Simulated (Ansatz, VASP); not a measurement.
One calculation of In, two programs

```xyz
1
Lattice="3.0946 0.0000 0.0000 0.0000 3.0946 0.0000 0.0000 0.0000 3.0946" Properties=species:S:1:pos:R:3 pbc="T T T"
In    0.0000    0.0000    0.0000
```

Alike in both runs: functional PBE; k mesh 13 × 13 × 13; occupations fermi-dirac, width 0.05 eV; no spin polarisation.

Ansatz relaxed the structure, and its values are those at the end. VASP's run is a single point on that final structure, the one shown.

|  | VASP | Ansatz |
| --- | --- | --- |
| version | VASP 6.6.1 | Ansatz 0.2.0 |
| potentials or method | VASP PAW PBE potentials, release 64 (In_d), cutoff 520 eV | all-electron LAPW, scalar-relativistic |

Ansatz gave:

```
pressure (GPa) : 0.0
```

**Question.** Which values does VASP return?

**Answer.** Pressure (GPa): -0.1.

Ansatz ran all-electron here, so the differences hold the error of VASP's frozen core and of both bases.
